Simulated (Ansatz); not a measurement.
Input, command and steps of an Ansatz relaxation.

```yaml
crystal:
  lattice:
    - [2.494068024, 2.494068024, 0.0]
    - [-2.494068024, 2.494068024, 0.0]
    - [0.0, 0.0, 5.1096743882]
  atoms:
    - { symbol: Zr, position: [0.0, 0.0, 0.0] }
    - { symbol: Zr, position: [0.5, 0.5, 0.5] }
    - { symbol: O, position: [0.0, 0.5, 0.75] }
    - { symbol: O, position: [0.5, 0.0, 0.75] }
    - { symbol: O, position: [0.5, 0.0, 0.25] }
    - { symbol: O, position: [0.0, 0.5, 0.25] }
basis:
  ecutwfc: 420
kpoints:
  mp_grid: { grid: [6, 6, 6] }
hamiltonian:
  xc: pbesol
scf:
  occupations: { method: gaussian, width: 0.02 }
output:
  forces: true
  stress: true
  eigenvalues: true
relax:
  adjacent_minimum: "off"
  f_tol: 0.008
  max_steps: 40
  cell: { stress_tol: 0.015, fix: [a, b, gamma] }
```

```bash
ansatz run input.yaml --threads 1 --pin off --max-ram 2560MiB --backend cpu --events-out ev --progress --plain --runs-dir out
```

Level of theory: Ansatz 0.2.0, DFT PBEsol, scalar-relativistic, plane waves, PAW.

Of 6 frames 5 are shown, positions in Å and forces in eV/Å; the SCF threshold varies from step to step. Steps run on the plane waves of an earlier cell, with a Pulay correction in the pressure. The basis is chosen afresh for the last frame, the zero of the energies, and at times for earlier ones too; energy and pressure step there, also at an unchanged geometry.

```xyz
6
Lattice="2.4941 2.4941 0.0000 -2.4941 2.4941 0.0000 0.0000 0.0000 5.1097" Properties=species:S:1:pos:R:3:forces:R:3 pbc="T T T" step=1 free_energy_over_end_meV_per_atom=0.13 pressure_GPa=5.69
Zr    0.0000    0.0000    0.0000    0.0000    0.0000    0.0000
Zr    0.0000    2.4941    2.5548    0.0000    0.0000    0.0000
O    -1.2470    1.2470    3.8323    0.0000    0.0000    0.0000
O     1.2470    1.2470    3.8323    0.0000    0.0000    0.0000
O     1.2470    1.2470    1.2774    0.0000    0.0000    0.0000
O    -1.2470    1.2470    1.2774    0.0000    0.0000    0.0000
6
Lattice="2.4941 2.4941 0.0000 -2.4941 2.4941 0.0000 0.0000 0.0000 5.0857" Properties=species:S:1:pos:R:3:forces:R:3 pbc="T T T" step=2 free_energy_over_end_meV_per_atom=-0.19 pressure_GPa=7.04
Zr    0.0000    0.0000    0.0000    0.0000    0.0000    0.0000
Zr    0.0000    2.4941    2.5429    0.0000    0.0000    0.0000
O    -1.2470    1.2470    3.8143    0.0000    0.0000    0.0000
O     1.2470    1.2470    3.8143    0.0000    0.0000    0.0000
O     1.2470    1.2470    1.2714    0.0000    0.0000    0.0000
O    -1.2470    1.2470    1.2714    0.0000    0.0000    0.0000
6
Lattice="2.4941 2.4941 0.0000 -2.4941 2.4941 0.0000 0.0000 0.0000 5.0955" Properties=species:S:1:pos:R:3:forces:R:3 pbc="T T T" step=3 free_energy_over_end_meV_per_atom=-0.16 pressure_GPa=6.48
Zr    0.0000    0.0000    0.0000    0.0000    0.0000    0.0000
Zr    0.0000    2.4941    2.5478    0.0000    0.0000    0.0000
O    -1.2470    1.2470    3.8216    0.0000    0.0000    0.0000
O     1.2470    1.2470    3.8216    0.0000    0.0000    0.0000
O     1.2470    1.2470    1.2739    0.0000    0.0000    0.0000
O    -1.2470    1.2470    1.2739    0.0000    0.0000    0.0000
6
Lattice="2.4941 2.4941 0.0000 -2.4941 2.4941 0.0000 0.0000 0.0000 5.0955" Properties=species:S:1:pos:R:3:forces:R:3 pbc="T T T" step=4 free_energy_over_end_meV_per_atom=0.00 pressure_GPa=6.46
Zr    0.0000    0.0000    0.0000    0.0000    0.0000    0.0000
Zr    0.0000    2.4941    2.5478    0.0000    0.0000    0.0000
O    -1.2470    1.2470    3.8216    0.0000    0.0000    0.0000
O     1.2470    1.2470    3.8216    0.0000    0.0000    0.0000
O     1.2470    1.2470    1.2739    0.0000    0.0000    0.0000
O    -1.2470    1.2470    1.2739    0.0000    0.0000    0.0000
6
Lattice="2.4941 2.4941 0.0000 -2.4941 2.4941 0.0000 0.0000 0.0000 5.0951" Properties=species:S:1:pos:R:3:forces:R:3 pbc="T T T" step=6 free_energy_over_end_meV_per_atom=0.00 pressure_GPa=6.48
Zr    0.0000    0.0000    0.0000    0.0000    0.0000    0.0000
Zr    0.0000    2.4941    2.5476    0.0000    0.0000    0.0000
O    -1.2470    1.2470    3.8213    0.0000    0.0000    0.0000
O     1.2470    1.2470    3.8213    0.0000    0.0000    0.0000
O     1.2470    1.2470    1.2738    0.0000    0.0000    0.0000
O    -1.2470    1.2470    1.2738    0.0000    0.0000    0.0000
```

Time: 35 s on 1 thread of AMD EPYC (Zen 3) (shared host), peak memory 0.4 GiB.